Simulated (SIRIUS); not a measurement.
# Cu (Fm-3m) in SIRIUS: notebook

The runs below take Cu through single point, with PBE.

Program: SIRIUS 7.10.0. These are calculated values, not measurements. Logs are shortened: lines on timing, memory, paths and dates and some standing lists are left out, and cuts for length are marked. The log counts tension as positive stress, the text compression.

### 1 The structure

The structure is cubic, space group Fm-3m (No. 225). Conventional cell: a = 3.615 Å, b = 3.615 Å, c = 3.615 Å, α = 90.00°, β = 90.00°, γ = 90.00°. Around Cu (site symmetry m-3m) lie 12 Cu at 2.56 Å.

### 2 Single point, PBE

File sirius.json:

```json
{
  "control": {
    "processing_unit": "cpu",
    "verbosity": 2,
    "num_bands_to_print": 17,
    "print_forces": true,
    "print_stress": true
  },
  "parameters": {
    "electronic_structure_method": "pseudopotential",
    "xc_functionals": ["XC_GGA_X_PBE", "XC_GGA_C_PBE"],
    "gk_cutoff": 6.4,
    "pw_cutoff": 20.0,
    "ngridk": [13, 13, 13],
    "shiftk": [0, 0, 0],
    "smearing": "fermi_dirac",
    "smearing_width": 0.0018374661,
    "num_bands": 17,
    "num_mag_dims": 0,
    "num_dft_iter": 100,
    "energy_tol": 1e-08,
    "density_tol": 1e-06
  },
  "iterative_solver": {
    "type": "davidson",
    "min_tolerance": 1e-09,
    "tolerance_scale": [0.1, 0.25]
  },
  "mixer": {
    "type": "anderson",
    "beta": 0.7,
    "max_history": 8
  },
  "settings": {
    "tol_ne": 1e-10
  },
  "unit_cell": {
    "lattice_vectors": [
      [0.0, 3.415679970261, 3.415679970261],
      [3.415679970261, 0.0, 3.415679970261],
      [3.415679970261, 3.415679970261, 0.0]
    ],
    "atom_coordinate_units": "lattice",
    "atom_types": ["Cu"],
    "atom_files": {
      "Cu": "Cu.json"
    },
    "atoms": {
      "Cu": [
        [0.0, 0.0, 0.0]
      ]
    }
  }
}
```

Potentials or basis: JTH 2.0 PBE (PAW).

Run with:

```bash
upf_to_json Cu.GGA_PBE-JTH.UPF
OMP_NUM_THREADS=1 sirius.scf --input=sirius.json --output=out.json --task=0
```

Log:

```text
[info] SIRIUS version : 7.10.0
[info] number of MPI ranks           : 1
[info] MPI grid                      : 1 1
[info] maximum number of OMP threads : 1
[fft] FFT context for density and potential
[fft] =====================================
[fft]   comm size                             : 1
[fft]   plane wave cutoff                     : 20
[fft]   grid size                             : 36 36 36   total : 46656
[fft]   grid limits                           : -17 18   -17 18   -17 18
[fft]   number of G-vectors within the cutoff : 5425
[fft]   local number of G-vectors             : 5425
[fft]   number of G-shells                    : 326
[fft] FFT context for coarse grid
[fft] =====================================
[fft]   comm size                             : 1
[fft]   plane wave cutoff                     : 12.8
[fft]   grid size                             : 24 24 24   total : 13824
[fft]   grid limits                           : -11 12   -11 12   -11 12
[fft]   number of G-vectors within the cutoff : 1371
[fft]   local number of G-vectors             : 1371
[fft]   number of G-shells                    : 100
[unit cell] lattice vectors
[unit cell]   a1 :       0.0000000000      3.4156799703      3.4156799703
[unit cell]   a2 :       3.4156799703      0.0000000000      3.4156799703
[unit cell]   a3 :       3.4156799703      3.4156799703      0.0000000000
[unit cell] reciprocal lattice vectors
[unit cell]   b1 :      -0.9197561484      0.9197561484      0.9197561484
[unit cell]   b2 :       0.9197561484     -0.9197561484      0.9197561484
[unit cell]   b3 :       0.9197561484      0.9197561484     -0.9197561484
[unit cell] unit cell volume :        79.70058602 [a.u.^3]
[unit cell] 1/sqrt(omega)    :         0.11201321
[unit cell] MT volume        :         0.00000000 ( 0.00%)
[unit cell] IT volume        :        79.70058602 (100.00%)
[unit cell] number of atom types : 1
[unit cell] type id : 0 symbol : Cu mt_radius :  14.994810 num_atoms : 1
[unit cell] total number of atoms : 1
[unit cell] number of symmetry classes : 1
[unit cell] number of PAW atoms : 1
[unit cell] PAW atoms : 0
[unit cell] atom id  type id  class id             position                      vector_field
[unit cell] ------------------------------------------------------------------------------------------
[unit cell]      0        0        0      0.00000   0.00000   0.00000      0.00000   0.00000   0.00000
[unit cell] atom id         position (Cartesian, a.u.)
[unit cell] ---------------------------------------------
[unit cell]      0       0.000000    0.000000    0.000000
[unit cell] class id : 0 atom id : 0
[unit cell] minimum bond length:     4.830501
[unit cell] total number of pseudo wave-functions: 18
[sym] space group number   : 225
[sym] international symbol : Fm-3m
[sym] Hall symbol          : -F 4 2 3
[sym] space group transformation matrix :
[sym]   0.0000  0.5000  0.5000
[sym]   0.5000  0.0000  0.5000
[sym]   0.5000  0.5000  0.0000
[sym] space group origin shift :
[sym]   0.0000  0.0000  0.0000
[sym] number of space group operations  : 48
[sym] number of magnetic group operations : 48
[sym] metric tensor error: 0.0000e+00
[sym] rotation matrix error: 9.3528e-17
[sym] symmetry operations
[... list of symmetry operations ...]
[atom type] label          : Cu
[atom type] --------------------------------------------------------------------------------
[atom type] symbol         : Cu
[atom type] name           :
[atom type] zn             : 19
[atom type] mass           : 0
[atom type] mt_radius      : 14.9948
[atom type] num_mt_points  : 1047
[... 254 lines left out ...]
[find] Free energy (E-TS)             :    -243.44073501 (Ha),    -486.88147003 (Ry)
[find] band gap (eV)                  :       0.00000000
[find] Efermi                         :       0.73713408
[find] iteration : 12, RMS : 4.397150107231e-06, energy difference : 3.961133643315e-10
[find] Hartree energy of density residual : 1.366941165136e-12
[find] | SCF iteration  13 out of 100|
[diagonalize] iterative solver tolerance (occupied, empty): 1e-09 1e-09
[diagonalize] average number of iterations: 1.20238
[find] Total energy                   :    -243.44063429 (Ha),    -486.88126857 (Ry)
[find] Free energy (E-TS)             :    -243.44073501 (Ha),    -486.88147003 (Ry)
[find] band gap (eV)                  :       0.00000000
[find] Efermi                         :       0.73713289
[find] iteration : 13, RMS : 8.761098770775e-06, energy difference : -2.757474248938e-10
[find] Hartree energy of density residual : 2.074247228162e-11
[find] bands are converged : true
[find] iterative solver converged : true
[find] +------------------------------+
[find] | SCF iteration  14 out of 100|
[find] +------------------------------+
[diagonalize] iterative solver tolerance (occupied, empty): 1e-09 1e-09
[diagonalize] average number of iterations: 1
[diagonalize] Lowest band energies
[diagonalize] ik:    0   -3.408217   -1.839480   -1.839480   -1.839480    0.385988    0.620104    0.620104    0.620104    0.650346    0.650346    1.569006    1.661953    1.661953    1.661953    1.747775    1.747775    1.747775
[diagonalize] ik:    1   -3.408188   -1.839691   -1.839502   -1.839502    0.393882    0.618449    0.621588    0.621588    0.649788    0.649788    1.511491    1.600571    1.637625    1.637625    1.783665    1.783665    1.813952
[diagonalize] ik:    2   -3.408108   -1.840342   -1.839604   -1.839604    0.417032    0.614353    0.624752    0.624752    0.649256    0.649256    1.367603    1.584811    1.602708    1.602708    1.821631    1.839897    1.839897
[diagonalize] ik:    3   -3.407995   -1.841234   -1.839755   -1.839755    0.453339    0.610779    0.626067    0.626067    0.651981    0.651981    1.222887    1.566994    1.575332    1.575332    1.797372    1.797372    1.822515
[diagonalize] ik:    4   -3.407875   -1.842143   -1.839903   -1.839903    0.496536    0.614305    0.623994    0.623994    0.658835    0.658835    1.088628    1.544221    1.557325    1.557325    1.731285    1.731285    1.829919
[diagonalize] ...
[diagonalize] ik:   79   -3.407566   -1.842374   -1.841900   -1.840784    0.582802    0.591785    0.606971    0.648051    0.671925    0.892670    0.928435    1.077960    1.160373    1.649548    1.802534    1.912231    2.019244
[diagonalize] ik:   80   -3.407591   -1.842394   -1.841724   -1.840632    0.583356    0.597855    0.597926    0.648457    0.667505    0.816311    1.008741    1.074513    1.204113    1.676998    1.750056    1.886321    2.102412
[diagonalize] ik:   81   -3.407551   -1.842751   -1.841445   -1.840971    0.568356    0.581185    0.629827    0.657830    0.675649    0.845789    1.035663    1.068068    1.111303    1.578893    1.667959    1.981584    2.176968
[diagonalize] ik:   82   -3.407547   -1.842479   -1.841774   -1.840934    0.575093    0.587398    0.618069    0.652214    0.675596    0.905375    0.981757    1.023566    1.121470    1.622171    1.774411    1.906492    2.065824
[diagonalize] ik:   83   -3.407549   -1.842298   -1.841952   -1.840988    0.578810    0.596416    0.605218    0.649284    0.675613    0.909756    0.981995    1.054119    1.072966    1.733029    1.765436    1.844390    2.007045
[find] Charges and magnetic moments
[find] --------------------------------------------------------------------------------
[find] total charge          : 19.000000
[find] Energy
[find] --------------------------------------------------------------------------------
[find] valence_eval_sum               :     -11.04822007
[find] <rho|V^{XC}>                   :     -20.57058245
[find] <rho|E^{XC}>                   :     -15.79450446
[find] <mag|B^{XC}>                   :       0.00000000
[find] <rho|V^{H}>                    :      82.58264193
[find] one-electron contribution      :    -125.67656936 (Ha),    -251.35313871 (Ry)
[find] hartree contribution           :      41.29132096
[find] xc contribution                :     -15.79450446
[find] ewald contribution             :    -121.14243893
[find] PAW contribution               :     -22.11844413
[find] smearing (-TS)                 :      -0.00010073
[find] SCF correction                 :       0.00000162
[find] Total energy                   :    -243.44063429 (Ha),    -486.88126857 (Ry)
[find] Free energy (E-TS)             :    -243.44073501 (Ha),    -486.88147003 (Ry)
[find] band gap (eV)                  :       0.00000000
[find] Efermi                         :       0.73713364
[find] iteration : 14, RMS : 2.241037249115e-07, energy difference : 1.176942987513e-10
[find] Hartree energy of density residual : 2.198955982319e-14
[find] bands are converged : true
[find] iterative solver converged : true
[find] converged after 15 SCF iterations!
[find] Charges and magnetic moments
[find] --------------------------------------------------------------------------------
[find] total charge          : 19.000000
[find] Energy
[find] --------------------------------------------------------------------------------
[find] valence_eval_sum               :     -11.04822007
[find] <rho|V^{XC}>                   :     -20.57058245
[find] <rho|E^{XC}>                   :     -15.79450446
[find] <mag|B^{XC}>                   :       0.00000000
[find] <rho|V^{H}>                    :      82.58264193
[find] one-electron contribution      :    -125.67656936 (Ha),    -251.35313871 (Ry)
[find] hartree contribution           :      41.29132096
[find] xc contribution                :     -15.79450446
[find] ewald contribution             :    -121.14243893
[find] PAW contribution               :     -22.11844413
[find] smearing (-TS)                 :      -0.00010073
[find] SCF correction                 :       0.00000162
[find] Total energy                   :    -243.44063429 (Ha),    -486.88126857 (Ry)
[find] Free energy (E-TS)             :    -243.44073501 (Ha),    -486.88147003 (Ry)
[find] band gap (eV)                  :       0.00000000
[find] Efermi                         :       0.73713364
[ground_state] === stress tensor components [kbar] ===
[ground_state] === stress_kin ===
[ground_state] -26997.393589   -0.000000    0.000000
[ground_state]    -0.000000-26997.393589    0.000000
[ground_state]     0.000000    0.000000-26997.393589
[ground_state] === stress_har ===
[ground_state] -50808.177039   -0.000000    0.000000
[ground_state]    -0.000000-50808.177039    0.000000
[ground_state]     0.000000    0.000000-50808.177039
[ground_state] === stress_ewald ===
[ground_state] 149063.443368    0.000000   -0.000000
[ground_state]     0.000000149063.443368   -0.000000
[ground_state]    -0.000000   -0.000000149063.443368
[ground_state] === stress_vloc ===
[ground_state] -72917.589775   -0.000000   -0.000000
[ground_state]    -0.000000-72917.589775    0.000000
[ground_state]    -0.000000    0.000000-72917.589775
[ground_state] === stress_xc ===
[ground_state] 18283.737800    0.000000   -0.000000
[ground_state]     0.00000018283.737800   -0.000000
[ground_state]    -0.000000   -0.00000018283.737800
[ground_state] === stress_core ===
[ground_state]   216.270957    0.000000   -0.000000
[ground_state]     0.000000  216.270957   -0.000000
[ground_state]    -0.000000   -0.000000  216.270957
[ground_state] === stress_nonloc ===
[ground_state] 12604.216284    0.000000    0.000000
[ground_state]     0.00000012604.216284   -0.000000
[ground_state]     0.000000   -0.00000012604.216284
[ground_state] === stress_us ===
[ground_state] -29448.907337   -0.000000    0.000000
[ground_state]    -0.000000-29448.907337    0.000000
[ground_state]     0.000000    0.000000-29448.907337
[ground_state] === stress_us_nl ===
[ground_state] -16844.691053   -0.000000    0.000000
[ground_state]    -0.000000-16844.691053    0.000000
[ground_state]     0.000000    0.000000-16844.691053
[ground_state] === stress_total ===
[ground_state]    -4.399332    0.000000    0.000000
[ground_state]     0.000000   -4.399332   -0.000000
[ground_state]     0.000000   -0.000000   -4.399332
[ground_state] ==== total Forces in Ha/bohr =====
[ground_state] atom:    0, force:       0.0000000      0.0000000      0.0000000
[... 8 lines left out ...]
[ground_state] ==== Ewald forces from ions =====
[ground_state] atom:    0, force:       0.0000000      0.0000000      0.0000000
[~DFT_ground_state] local op. applied: 66719
[~DFT_ground_state] evp. work count: 19267.2
[~DFT_ground_state] number of iterative solver steps: 5050
```

It took 22 s on 1 thread of Arm Neoverse V2, shared host; peak memory 0.24 GiB.

Results:

```yaml
Free_energy: -6624.3599 eV
Pressure: 0.4 GPa
Band_gap_on_the_k_mesh: none (metal or under the smearing width)
```

### 3 Single point, PBE

sirius.json: that of step 2 with these lines changed.

```diff
@@ -11,4 +11,4 @@
     "xc_functionals": ["XC_GGA_X_PBE", "XC_GGA_C_PBE"],
-    "gk_cutoff": 6.4,
-    "pw_cutoff": 20.0,
+    "gk_cutoff": 9.6,
+    "pw_cutoff": 19.2,
     "ngridk": [13, 13, 13],
@@ -34,3 +34,4 @@
   "settings": {
-    "tol_ne": 1e-10
+    "tol_ne": 1e-10,
+    "pseudo_grid_cutoff": 6.5
   },
@@ -38,6 +39,7 @@
     "lattice_vectors": [
-      [0.0, 3.415679970261, 3.415679970261],
-      [3.415679970261, 0.0, 3.415679970261],
-      [3.415679970261, 3.415679970261, 0.0]
+      [0.0, 0.707106781187, 0.707106781187],
+      [0.707106781187, 0.0, 0.707106781187],
+      [0.707106781187, 0.707106781187, 0.0]
     ],
+    "lattice_vectors_scale": 4.8305009387,
     "atom_coordinate_units": "lattice",
```

Potentials or basis: in-house norm-conserving set, PBE (scalar relativistic).

Run with:

```bash
upf_to_json Cu.upf
OMP_NUM_THREADS=1 sirius.scf --input=sirius.json --output=out.json --task=0
```

It took 23 s on 1 thread of Arm Neoverse V2, shared host; peak memory 0.31 GiB.

Results (log left out):

```
Free energy            : -5163.6466 eV
Pressure               : 1.6 GPa
Band gap on the k mesh : none (metal or under the smearing width)
```

### 4 Single point, PBE

sirius.json: that of step 3 with these lines changed.

```diff
@@ -11,4 +11,4 @@
     "xc_functionals": ["XC_GGA_X_PBE", "XC_GGA_C_PBE"],
-    "gk_cutoff": 9.6,
-    "pw_cutoff": 19.2,
+    "gk_cutoff": 10.2,
+    "pw_cutoff": 20.4,
     "ngridk": [13, 13, 13],
@@ -39,7 +39,6 @@
     "lattice_vectors": [
-      [0.0, 0.707106781187, 0.707106781187],
-      [0.707106781187, 0.0, 0.707106781187],
-      [0.707106781187, 0.707106781187, 0.0]
+      [0.0, 3.415679970261, 3.415679970261],
+      [3.415679970261, 0.0, 3.415679970261],
+      [3.415679970261, 3.415679970261, 0.0]
     ],
-    "lattice_vectors_scale": 4.8305009387,
     "atom_coordinate_units": "lattice",
```

Potentials or basis: PseudoDojo 0.5 PBE stringent (scalar relativistic).

Run with:

```bash
upf_to_json Cu.upf
OMP_NUM_THREADS=1 sirius.scf --input=sirius.json --output=out.json --task=0
```

Run time: 36 s. Hardware: 1 thread of Arm Neoverse V2, shared host; peak memory 0.32 GiB.

Results (log left out):

* Free energy: -5259.8726 eV
* Pressure: 1.5 GPa
* Band gap on the k mesh: none (metal or under the smearing width)

### 5 Single point, PBE

sirius.json is that of step 4.

Potentials or basis: PseudoDojo 0.4 PBE stringent (scalar relativistic).

Run with:

```bash
upf_to_json Cu.upf
OMP_NUM_THREADS=1 sirius.scf --input=sirius.json --output=out.json --task=0
```

Wall time 35 s (1 thread of Arm Neoverse V2, shared host); peak memory 0.32 GiB.

Results (log left out):

```yaml
Free_energy: -5259.8726 eV
Pressure: 1.5 GPa
Band_gap_on_the_k_mesh: none (metal or under the smearing width)
```

### 6 Overview

| potentials or basis | cutoff (eV) | radial cutoff for the potentials' integrals | gap on the mesh (eV) | pressure (GPa) |
| --- | --- | --- | --- | --- |
| JTH 2.0 PBE (PAW) | 557 | - | none | 0.4 |
| in-house norm-conserving set, PBE (scalar relativistic) | 1254 | 6.5 bohr | none | 1.6 |
| PseudoDojo 0.5 PBE stringent (scalar relativistic) | 1416 | 6.5 bohr | none | 1.5 |
| PseudoDojo 0.4 PBE stringent (scalar relativistic) | 1416 | 6.5 bohr | none | 1.5 |

Alike in all rows: task single point; level PBE; no spin polarisation; cell as given; k mesh 13 × 13 × 13; smearing fermi-dirac 0.05 eV.

Total energies depend on the potentials used, so only differences within one code and one set of settings carry meaning.
